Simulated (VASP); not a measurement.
# TiN (Fm-3m) in VASP: band structure with PBE

Aim: the band structure of TiN with PBE.

Everything below comes from runs of VASP 6.6.1. Logs are shortened: lines on timing, memory, paths and dates and some standing lists are left out, and cuts for length are marked.

## (1) Starting point

Symmetry: Fm-3m, No. 225, cubic system. The conventional cell has a = 4.253 Å, b = 4.253 Å, c = 4.253 Å, α = 90.00°, β = 90.00°, γ = 90.00°. Ti (site symmetry m-3m) is surrounded by 6 N at 2.13 Å. N (site symmetry m-3m) is surrounded by 6 Ti at 2.13 Å.

## (2) Band structure, PBE

Input file INCAR:

```
SYSTEM = TiN
PREC     = Accurate       ! precision mode
ENCUT    = 520            ! plane-wave cutoff, eV
EDIFF    = 1E-7           ! SCF threshold, eV
ISMEAR   = 0              ! smearing method
SIGMA    = 0.02           ! smearing width, eV
LREAL    = .False.        ! projectors in reciprocal space
LASPH    = .True.         ! aspherical terms in the spheres
NELM     = 60             ! most SCF steps
ALGO     = Fast           ! electronic algorithm
ISIF     = 2              ! what is computed and relaxed
LWAVE    = .False.        ! write WAVECAR
LCHARG   = .False.        ! write CHGCAR
LMAXMIX  = 4              ! l up to which the mixer works
GGA      = PE             ! functional
NBANDS   = 16             ! bands
```

Input file KPOINTS:

```
regular mesh
0
Gamma
  4 4 4
  0 0 0
```

Input file POSCAR:

```
TiN                                     
1.0
    0.0000000000      2.1262925010      2.1262925010
    2.1262925010      0.0000000000      2.1262925010
    2.1262925010      2.1262925010      0.0000000000
  Ti              N             
     1     1
Direct
     0.0000000000000000    0.0000000000000000    0.0000000000000000
     0.5000000000000000    0.5000000000000000    0.5000000000000000
```

Input file KPOINTS_OPT:

```
path GXWKGLUWLK,UX
10
line-mode
reciprocal
 0.0000000000  0.0000000000  0.0000000000  G
 0.5000000000  0.0000000000  0.5000000000  X

 0.5000000000  0.0000000000  0.5000000000  X
 0.5000000000  0.2500000000  0.7500000000  W

 0.5000000000  0.2500000000  0.7500000000  W
 0.3750000000  0.3750000000  0.7500000000  K

 0.3750000000  0.3750000000  0.7500000000  K
 0.0000000000  0.0000000000  0.0000000000  G

 0.0000000000  0.0000000000  0.0000000000  G
 0.5000000000  0.5000000000  0.5000000000  L

 0.5000000000  0.5000000000  0.5000000000  L
 0.6250000000  0.2500000000  0.6250000000  U

 0.6250000000  0.2500000000  0.6250000000  U
 0.5000000000  0.2500000000  0.7500000000  W

 0.5000000000  0.2500000000  0.7500000000  W
 0.5000000000  0.5000000000  0.5000000000  L

 0.5000000000  0.5000000000  0.5000000000  L
 0.3750000000  0.3750000000  0.7500000000  K

 0.6250000000  0.2500000000  0.6250000000  U
 0.5000000000  0.0000000000  0.5000000000  X
```

Potentials or basis: VASP PAW PBE potentials, release 64 (Ti_sv, N).

The run is started by

```
> cat potpaw_PBE.64/Ti_sv/POTCAR potpaw_PBE.64/N/POTCAR > POTCAR
> mpirun -np 1 vasp_std > vasp.out
```

OUTCAR:

```text
SYSTEM = TiN
   PREC = Accurate
   ENCUT = 520
   EDIFF = 1E-7
   ISMEAR = 0
   LREAL = .False.
   LASPH = .True.
   NELM = 60
   ISIF = 2
   GGA = PE

 ion  position               nearest neighbor table
   1  0.000  0.000  0.000-   2 2.13   2 2.13   2 2.13   2 2.13   2 2.13   2 2.13
   2  0.500  0.500  0.500-   1 2.13   1 2.13   1 2.13   1 2.13   1 2.13   1 2.13

  LATTYP: Found a face centered cubic cell.
 ALAT       =     4.2525850020

  Lattice vectors:

 A1 = (   0.0000000000,   2.1262925010,   2.1262925010)
 A2 = (   2.1262925010,   0.0000000000,   2.1262925010)
 A3 = (   2.1262925010,   2.1262925010,   0.0000000000)

Analysis of symmetry for initial positions (statically):
=====================================================================
 Subroutine PRICEL returns:
 Original cell was already a primitive cell.

 Routine SETGRP: Setting up the symmetry group for a
 face centered cubic supercell.

 Subroutine GETGRP returns: Found 48 space group operations
 (whereof 48 operations were pure point group operations)
 out of a pool of 48 trial point group operations.

The static configuration has the point symmetry O_h .

Analysis of symmetry for dynamics (positions and initial velocities):
=====================================================================
 Subroutine PRICEL returns:
 Original cell was already a primitive cell.

 Routine SETGRP: Setting up the symmetry group for a
 face centered cubic supercell.

 Subroutine GETGRP returns: Found 48 space group operations
 (whereof 48 operations were pure point group operations)
 out of a pool of 48 trial point group operations.

The dynamic configuration has the point symmetry O_h .

 Subroutine INISYM returns: Found 48 space group operations
 (whereof 48 operations are pure point group operations),
 and found     1 'primitive' translations

----------------------------------------------------------------------------------------

                                     Primitive cell

  volume of cell :      19.2264

  direct lattice vectors                    reciprocal lattice vectors
     0.000000000  2.126292501  2.126292501    -0.235151090  0.235151090  0.235151090
     2.126292501  0.000000000  2.126292501     0.235151090 -0.235151090  0.235151090
     2.126292501  2.126292501  0.000000000     0.235151090  0.235151090 -0.235151090

  length of vectors
     3.007031692  3.007031692  3.007031692     0.407293636  0.407293636  0.407293636

  position of ions in fractional coordinates (direct lattice)
     0.000000000  0.000000000  0.000000000
     0.500000000  0.500000000  0.500000000

  ion indices of the primitive-cell ions
   primitive index   ion index
                 1           1
                 2           2

----------------------------------------------------------------------------------------

 KPOINTS: regular mesh

Automatic generation of k-mesh.
 Grid dimensions read from file:
 generate k-points for:    4    4    4

 Generating k-lattice:

  Cartesian coordinates                     Fractional coordinates (reciprocal lattice)
    -0.058787773  0.058787773  0.058787773     0.250000000  0.000000000  0.000000000
     0.058787773 -0.058787773  0.058787773     0.000000000  0.250000000  0.000000000
     0.058787773  0.058787773 -0.058787773     0.000000000  0.000000000  0.250000000

  Length of vectors
     0.101823409  0.101823409  0.101823409

  Shift w.r.t. Gamma in fractional coordinates (k-lattice)
     0.000000000  0.000000000  0.000000000

 Subroutine IBZKPT returns following result:
 ===========================================

 Found      8 irreducible k-points:

 Following reciprocal coordinates:
            Coordinates               Weight
  0.000000  0.000000  0.000000      1.000000
  0.250000  0.000000  0.000000      8.000000
  0.500000  0.000000  0.000000      4.000000
  0.250000  0.250000  0.000000      6.000000
  0.500000  0.250000  0.000000     24.000000
 -0.250000  0.250000  0.000000     12.000000
  0.500000  0.500000  0.000000      3.000000
 -0.250000  0.500000  0.250000      6.000000
   k-points           NKPTS =      8   k-points in BZ     NKDIM =      8   number of bands    NBANDS=     16
   number of dos      NEDOS =    301   number of ions     NIONS =      2
   total plane-waves  NPLWV =  13824
   dimension x,y,z NGX =    24 NGY =   24 NGZ =   24
   dimension x,y,z NGXF=    48 NGYF=   48 NGZF=   48
   ions per type =               1   1
   NGX,Y,Z   is equivalent  to a cutoff of  13.27, 13.27, 13.27 a.u.
   NGXF,Y,Z  is equivalent  to a cutoff of  26.54, 26.54, 26.54 a.u.
 SYSTEM =  TiN
   PREC   = accura    normal or accurate (medium, high low for compatibility)
   ISTART =      0    job   : 0-new  1-cont  2-samecut
   ICHARG =      2    charge: 1-file 2-atom 10-const
   ISPIN  =      1    spin polarized calculation?
   LNONCOLLINEAR =      F non collinear calculations
   LSORBIT =      F    spin-orbit coupling
   LASPH  =      T    aspherical Exc in radial PAW
   ENCUT  =  520.0 eV  38.22 Ry    6.18 a.u.   5.59  5.59  5.59*2*pi/ulx,y,z
   NELM   =     60;   NELMIN=  2; NELMDL= -5     # of ELM steps
   EDIFF  = 0.1E-06   stopping-criterion for ELM
   LREAL  =      F    real-space projection
   EDIFFG = 0.1E-05   stopping-criterion for IOM
   NSW    =      0    number of steps for IOM
   IBRION =     -1    ionic relax: 0-MD 1-quasi-New 2-CG
   NFREE  =      0    steps in history (QN), initial steepest desc. (CG)
   ISIF   =      2    stress and relaxation
   ISYM   =      2    0-nonsym 1-usesym 2-fastsym
   POTIM  = 0.5000    time-step for ionic-motion
   TEBEG  =    0.0;   TEEND  =   0.0 temperature during run
   PSTRESS=    0.0 pullay stress
   NELECT =      17.0000    total number of electrons
   NUPDOWN=      -1.0000    fix difference up-down
   EMIN   =  10.00;   EMAX   =-10.00  energy-range for DOS
   EFERMI =   0.00;   METHOD = LEGACY
   ISMEAR =     0;   SIGMA  =   0.02  broadening in eV -4-tet -1-fermi 0-gaus
   EFERMI_NEDOS =   21; number of points for ismear=-14 and -15
   IALGO  =     68    algorithm
   IMIX   =      4    mixing-type and parameters
     AMIX     =   0.40;   BMIX     =  1.00
     AMIX_MAG =   1.60;   BMIX_MAG =  1.00
  volume/ion in A,a.u.               =       9.61        64.87
  Fermi-wavevector in a.u.,A,eV,Ry     =   1.571296  2.969320 33.592411  2.468973
  Thomas-Fermi vector in A             =   2.672902
   LORBIT       =      0    0 simple, 1 ext, 2 COOP (PROOUT), +10 PAW based schemes
   GGA     = PE    functional components
   LHFCALC =     F    Hartree Fock is set to
   AEXX    =    0.0000 exact exchange contribution
   IVDW    =     0    specifies the selected vdW correction
   LEPSILON=     F    determine dielectric tensor
   LRPA    =     F    only Hartree local field effects (RPA)
 non-spin polarized calculation
 RMM-DIIS sequential band-by-band and
 Gauss-broadening in eV      SIGMA  =   0.02
  energy-cutoff  :      520.00
  volume of cell :       19.23
 maximum number of plane-waves:       531
 NGX is ok and might be reduce to    24
   NGX = 11   NGY = 11   NGZ = 11

 number of electron      17.0000002 magnetization

 Free energy of the ion-electron system (eV)
  ---------------------------------------------------
  ext. energy  EPLUGINS =         0.00000000
  ---------------------------------------------------
  free energy    TOTEN  =       -19.59611032 eV

  energy without entropy =      -19.59346025  energy(sigma->0) =      -19.59478529

 E-fermi :  10.9833     XC(G=0): -12.9789

 val. band max:       10.9696340474   @ k =   0.5000   0.2500   0.0000
 cond. band min:      11.7943604450   @ k =   0.2500   0.0000   0.0000
 fundamental gap:      0.8247263975
 Fermi energy:        10.9833154544

 k-point     1 :       0.0000    0.0000    0.0000
  band No.  band energies     occupation
      1     -46.5681      2.00000
      2     -22.5514      2.00000
      3     -22.5514      2.00000
      4     -22.5514      2.00000
      5      -5.6986      2.00000
      6       9.3279      2.00000
[... 8 lines left out ...]
     15      24.4842      0.00000
     16      30.9755      0.00000

 k-point     2 :       0.2500    0.0000    0.0000
  band No.  band energies     occupation
      1     -46.5217      2.00000
      2     -22.8706      2.00000
      3     -22.5788      2.00000
      4     -22.5788      2.00000
      5      -4.6358      2.00000
      6       5.8369      2.00000
[... 8 lines left out ...]
     15      24.1706      0.00000
     16      28.7871      0.00000

 k-point     3 :       0.5000    0.0000    0.0000
  band No.  band energies     occupation
      1     -46.4748      2.00000
      2     -23.1741      2.00000
      3     -22.6058      2.00000
      4     -22.6058      2.00000
      5      -3.2731      2.00000
      6       3.3187      2.00000
[... 8 lines left out ...]
     15      24.9874      0.00000
     16      25.8204      0.00000

 k-point     4 :       0.2500    0.2500    0.0000
  band No.  band energies     occupation
      1     -46.5065      2.00000
      2     -22.8348      2.00000
      3     -22.6508      2.00000
      4     -22.6508      2.00000
      5      -4.6058      2.00000
      6       5.2908      2.00000
[... 8 lines left out ...]
     15      25.2368      0.00000
     16      27.7142      0.00000

 k-point     5 :       0.5000    0.2500    0.0000
  band No.  band energies     occupation
      1     -46.4600      2.00000
      2     -23.0399      2.00000
      3     -22.7645      2.00000
      4     -22.6785      2.00000
      5      -3.8088      2.00000
      6       4.7240      2.00000
[... 8 lines left out ...]
     15      24.1551      0.00000
     16      24.6013      0.00000

 k-point     6 :      -0.2500    0.2500    0.0000
  band No.  band energies     occupation
      1     -46.4753      2.00000
      2     -22.9910      2.00000
      3     -22.7810      2.00000
      4     -22.6068      2.00000
      5      -3.7751      2.00000
      6       4.4763      2.00000
[... 8 lines left out ...]
     15      23.2038      0.00000
     16      25.5928      0.00000

 k-point     7 :       0.5000    0.5000    0.0000
  band No.  band energies     occupation
      1     -46.4450      2.00000
      2     -23.0683      2.00000
      3     -22.7502      2.00000
      4     -22.7502      2.00000
      5      -4.2891      2.00000
      6       5.5385      2.00000
[... 8 lines left out ...]
     15      23.0456      0.00000
     16      25.6389      0.00000

 k-point     8 :      -0.2500    0.5000    0.2500
  band No.  band energies     occupation
      1     -46.4447      2.00000
      2     -22.9103      2.00000
      3     -22.9103      2.00000
      4     -22.7703      2.00000
      5      -3.8385      2.00000
      6       5.8999      2.00000
[... 8 lines left out ...]
     15      23.3116      0.00000
     16      24.4188      0.00000

------------------------ aborting loop because EDIFF is reached ----------------------------------------

  FORCE on cell =-STRESS in cart. coord.  units (eV):
  Direction    XX          YY          ZZ          XY          YZ          ZX
  --------------------------------------------------------------------------------------
  -------------------------------------------------------------------------------------
  Total       -0.0090424     -0.0090424     -0.0090424      0.0000000      0.0000000      0.0000000
  in kB       -0.7535247     -0.7535247     -0.7535247      0.0000000      0.0000000      0.0000000
  external PRESSURE =      -0.7535247 kB  Pullay stress =       0.0000000 kB

 VOLUME and BASIS-vectors are now :
 -----------------------------------------------------------------------------
  energy-cutoff  :      520.00
  volume of cell :       19.23
      direct lattice vectors                 reciprocal lattice vectors
     0.000000000  2.126292501  2.126292501    -0.235151090  0.235151090  0.235151090
     2.126292501  0.000000000  2.126292501     0.235151090 -0.235151090  0.235151090
     2.126292501  2.126292501  0.000000000     0.235151090  0.235151090 -0.235151090

 POSITION                                       TOTAL-FORCE (eV/Angst)
 -----------------------------------------------------------------------------------
      0.00000      0.00000      0.00000        -0.000000      0.000000      0.000000
      2.12629      2.12629      2.12629         0.000000      0.000000     -0.000000
 -----------------------------------------------------------------------------------
    total drift:                                0.000000     -0.000000     -0.000000

  FREE ENERGIE OF THE ION-ELECTRON SYSTEM (eV)
  ---------------------------------------------------
  free  energy   TOTEN  =       -19.5961103216 eV

  energy  without entropy=      -19.5934602522  energy(sigma->0) =      -19.59478529
```

Run time: 8.4 s. Hardware: 1 thread of Intel Xeon 6975P-C (Granite Rapids), shared host; peak memory 0.14 GiB.

Results:

```yaml
Free_energy: -19.5961 eV
Pressure: -0.1 GPa
Band_gap_along_the_path: none (metal or under the smearing width)
```

Levels at the corners of the path, in eV from the Fermi level:
```csv
point,band 4,band 5,band 6,band 7,band 8,band 9,band 10,band 11,band 12,band 13
Γ,-33.53,-16.68,-1.66,-1.66,-1.66,-0.26,-0.26,-0.26,0.91,0.91
X,-33.73,-15.27,-5.45,-2.84,-2.84,-2.68,1.95,2.69,2.69,3.88
X,-33.73,-15.27,-5.45,-2.84,-2.84,-2.68,1.95,2.69,2.69,3.88
W,-33.75,-14.82,-5.08,-5.08,-4.96,1.26,1.26,2.69,3.41,4.17
W,-33.75,-14.82,-5.08,-5.08,-4.96,1.26,1.26,2.69,3.41,4.17
K,-33.68,-14.86,-5.42,-5.33,-4.07,-0.11,2.29,2.62,3.87,4.05
K,-33.68,-14.86,-5.42,-5.33,-4.07,-0.11,2.29,2.62,3.87,4.05
Γ,-33.53,-16.68,-1.66,-1.66,-1.66,-0.26,-0.26,-0.26,0.91,0.91
Γ,-33.53,-16.68,-1.66,-1.66,-1.66,-0.26,-0.26,-0.26,0.91,0.91
L,-33.59,-14.26,-7.66,-5.07,-5.07,2.00,2.00,2.67,6.02,6.02
L,-33.59,-14.26,-7.66,-5.07,-5.07,2.00,2.00,2.67,6.02,6.02
U,-33.68,-14.86,-5.42,-5.33,-4.07,-0.11,2.29,2.62,3.87,4.05
U,-33.68,-14.86,-5.42,-5.33,-4.07,-0.11,2.29,2.62,3.87,4.05
W,-33.75,-14.82,-5.08,-5.08,-4.96,1.26,1.26,2.69,3.41,4.17
W,-33.75,-14.82,-5.08,-5.08,-4.96,1.26,1.26,2.69,3.41,4.17
L,-33.59,-14.26,-7.66,-5.07,-5.07,2.00,2.00,2.67,6.02,6.02
L,-33.59,-14.26,-7.66,-5.07,-5.07,2.00,2.00,2.67,6.02,6.02
K,-33.68,-14.86,-5.42,-5.33,-4.07,-0.11,2.29,2.62,3.87,4.05
U,-33.68,-14.86,-5.42,-5.33,-4.07,-0.11,2.29,2.62,3.87,4.05
X,-33.73,-15.27,-5.45,-2.84,-2.84,-2.68,1.95,2.69,2.69,3.88
```

Caveat: the k mesh is coarse (spacing up to 0.64 Å⁻¹), so the values aren't converged.
